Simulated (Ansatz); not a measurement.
Wanted: the native input for an Ansatz 0.2.0 run.

```yaml
Task: band structure
Functional: BPBE
Potentials_or_basis: Ansatz PAW
Cutoff: "420 eV (not typed: the program's choice for these potentials)"
k_mesh: 10 × 10 × 10
Occupations: fermi-dirac, width 0.05 eV
Spin: no spin polarisation
Path: "[[\"G\", \"X\", \"W\", \"K\", \"G\", \"L\", \"U\", \"W\", \"L\", \"K\"], [\"U\", \"X\"]]"
Points_for_each_segment_of_the_path: 14
```

Crystal: GaN.

```
CELL_PARAMETERS angstrom
0.00000 2.25350 2.25350
2.25350 0.00000 2.25350
2.25350 2.25350 0.00000
ATOMIC_POSITIONS crystal
Ga 0.00000 0.00000 0.00000
N 0.25000 0.25000 0.25000
```

The cell is a database's computed one.

One way to write it, as run:

input.yaml

```yaml
crystal:
  lattice:
    - [0.0, 2.2535006075, 2.2535006075]
    - [2.2535006075, 0.0, 2.2535006075]
    - [2.2535006075, 2.2535006075, 0.0]
  atoms:
    - { symbol: Ga, position: [0.0, 0.0, 0.0] }
    - { symbol: "N", position: [0.25, 0.25, 0.25] }
hamiltonian:
  xc: { exchange: b88, correlation: pbe }
  pseudopotentials: { kind: paw }
kpoints:
  mp_grid: { grid: [10, 10, 10] }
  band_path:
    path:
      - [[0.0, 0.0, 0.0], [0.5, 0.0, 0.5], [0.5, 0.25, 0.75], [0.375, 0.375, 0.75], [0.0, 0.0, 0.0], [0.5, 0.5, 0.5], [0.625, 0.25, 0.625], [0.5, 0.25, 0.75], [0.5, 0.5, 0.5], [0.375, 0.375, 0.75]]
      - [[0.625, 0.25, 0.625], [0.5, 0.0, 0.5]]
    npoints: 14
scf:
  occupations: { method: fermi_dirac, width: 0.05 }
  n_extra_bands: 6
output:
  forces: true
  stress: true
  eigenvalues: true
  fatbands: true
```

Potentials or basis: Ansatz PAW.

Launch:

```bash
$ ansatz run input.yaml --threads 2 --pin off --max-ram 5120MiB --backend cpu --events-out ev --progress --plain --runs-dir out
```

Results of the run:

```
Pressure                : 4.6 GPa
Band gap on the k mesh  : 1.71 eV, direct
Band gap along the path : 1.71 eV, direct
```

Caveat: the pressure holds a Pulay correction of +0.5 GPa for the finite cutoff; the PAW data sets come from PBE, with cores solved anew for the run's functional, which leaves a small shift of forces and pressure.

Run time: 2.2 s on 2 threads of Arm Neoverse V2, with other jobs on the host, peak memory 0.28 GiB.
